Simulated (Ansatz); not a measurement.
# C (C (110), 1 layers): how the settings move a single-point run

Question: which choices in the input matter for C (C (110), 1 layers)?

Computed with Ansatz 0.2.0 (reference: DFT, PBEsol, PAW with Ansatz's default frozen-core files, scalar-relativistic, unless a step's input says otherwise).

### 1 The structure to begin with

The structure is orthorhombic, space group Pmma (No. 51). Conventional cell: a = 2.513 Å, b = 16.000 Å, c = 3.554 Å, α = 90.00°, β = 90.00°, γ = 90.00°. C (site symmetry mm2) is surrounded by 2 C at 1.54 Å.

Coordinates:

```cif
data_structure
_symmetry_space_group_name_H-M 'Pmma'
_symmetry_Int_Tables_number 51
_cell_length_a 2.5129
_cell_length_b 16.0000
_cell_length_c 3.5538
_cell_angle_alpha 90.000
_cell_angle_beta 90.000
_cell_angle_gamma 90.000
_cell_volume 142.89
loop_
_atom_site_label
_atom_site_type_symbol
_atom_site_symmetry_multiplicity
_atom_site_Wyckoff_symbol
_atom_site_fract_x
_atom_site_fract_y
_atom_site_fract_z
_atom_site_occupancy
C1 C 2 f 0.75000 0.50000 0.12500 1
```

### 2 Baseline

input.yaml reads:

```yaml
crystal:
  lattice:
    - [2.5129203383, 0.0, 0.0]
    - [0.0, 3.5538060236, 0.0]
    - [0.0, 0.0, 16.0]
  atoms:
    - { symbol: C, position: [0.75, 0.125, 0.5] }
    - { symbol: C, position: [0.25, 0.875, 0.5] }
  periodic: [true, true, false]
kpoints:
  mp_grid: { grid: [12, 9, 1] }
scf:
  occupations: { method: fermi_dirac, width: 0.02 }
hamiltonian:
  xc: pbesol
  pseudopotentials: { kind: paw }
output:
  forces: true
  stress: true
  eigenvalues: true
  write_density: true
  write_potential: true
  elf: true
  volumetric_format: npy
```

Run with:

```
ansatz run input.yaml --threads 1 --pin off --max-ram 3584MiB --backend cpu --events-out ev --progress --plain --runs-dir out
```

### 3 Changing settings: mp_grid.grid [18, 14, 1]

input.yaml: that of step 2 with these lines changed.

```diff
@@ -10,3 +10,3 @@
 kpoints:
-  mp_grid: { grid: [12, 9, 1] }
+  mp_grid: { grid: [18, 14, 1] }
 scf:
@@ -20,5 +20 @@
   eigenvalues: true
-  write_density: true
-  write_potential: true
-  elf: true
-  volumetric_format: npy
```

**Question.** What will these runs give? Wanted: for each run, ending; energy change; gap; force.

The runs gave:

| run | ending | energy change | gap (eV) | force (eV/Å) | cycles | time |
| --- | --- | --- | --- | --- | --- | --- |
| reference | converged | 0 | 0.00 | 8.38 | 6 | 9.2 s |
| 1: mp_grid.grid [18, 14, 1] | converged | -9.3 meV/atom | 0.00 | 8.75 | 6 | 14 s |

Times don't compare one to one where runs were asked for different outputs or read a saved state (see the inputs); cycles may leave out searches for a lower state.

Residual by cycle in the longest SCF loop of each run; runs are numbered as in the table. The quantity is the density residual dr2, in eV.

| cycle | reference | run 1 |
| --- | --- | --- |
| 1 | 0.0166 | 0.0173 |
| 2 | 0.00126 | 0.00195 |
| 3 | 1.2e-4 | 3.6e-5 |
| 4 | 1.6e-5 | 1.2e-6 |
| 5 | 4.9e-7 | 4.8e-8 |
| 6 | 1.1e-8 | 9.4e-10 |

Changing the k-point mesh moves the energy by -9.3 meV/atom, and the largest force goes from 8.38 to 8.75 eV/Å. The energy is not variational in the mesh, so the sign tells nothing.
